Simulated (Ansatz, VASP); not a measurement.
## Two plane-wave programs on WC

INCAR

```
SYSTEM = WC
  PREC = Accurate
  ENCUT = 520
  EDIFF = 1E-7
  ISMEAR = -1
  SIGMA = 0.05
  LREAL = .False.
  LASPH = .True.
  NELM = 60
  ALGO = Normal
  ISIF = 2
  LWAVE = .False.
  LCHARG = .False.
  GGA = CA
  NBANDS = 16
```

File KPOINTS:

```
Automatic mesh
0
Gamma
  10 10 10
  0 0 0
```

Contents of POSCAR:

```
WC
1.0
    0.0000000000      2.1630495024      2.1630495024
    2.1630495024      0.0000000000      2.1630495024
    2.1630495024      2.1630495024      0.0000000000
W C
1 1
Direct
    0.0000000000      0.0000000000      0.0000000000
    0.5000000000      0.5000000000      0.5000000000
```

Contents of input.yaml:

```yaml
crystal:
  lattice:
    - [0.0, 2.1630495024, 2.1630495024]
    - [2.1630495024, 0.0, 2.1630495024]
    - [2.1630495024, 2.1630495024, 0.0]
  atoms:
    - { symbol: W, position: [0.0, 0.0, 0.0] }
    - { symbol: C, position: [0.5, 0.5, 0.5] }
hamiltonian:
  xc: lda
  pseudopotentials: { kind: paw }
kpoints:
  mp_grid: { grid: [10, 10, 10] }
scf:
  occupations: { method: fermi_dirac, width: 0.05 }
output:
  forces: true
  stress: true
  eigenvalues: true
  write_density: true
  write_potential: true
  elf: true
  volumetric_format: npy
```

Measurements of this composition are mostly on another form, of space group No. 187.

Alike in both runs: task single point; functional LDA; k mesh 10 × 10 × 10; occupations fermi-dirac, width 0.05 eV; no spin polarisation.

```csv
,VASP,Ansatz
version,VASP 6.6.1,Ansatz 0.2.0
potentials or method,"VASP PAW LDA potentials, release 64 (W_sv, C)",Ansatz PAW
plane-wave cutoff (eV),520,420
valence electrons in the cell,18,18
```

Ansatz gave:

| Quantity | Value |
| --- | --- |
| gap on the k mesh at the Fermi level (eV) | none |
| pressure (GPa) | -1.2 |

Q: What did VASP give for the same quantities?

A: gap on the k mesh at the Fermi level (eV): none; pressure (GPa): 1.2.

A gap of «none» marks a metal or a gap that the smearing closes.

Caveats: the pressure holds a Pulay correction of +0.4 GPa for the finite cutoff (Ansatz); the PAW data sets come from PBE, with cores solved anew for the run's functional, which leaves a small shift of forces and pressure (Ansatz). Spin-orbit coupling is left out, which matters for the levels of W.
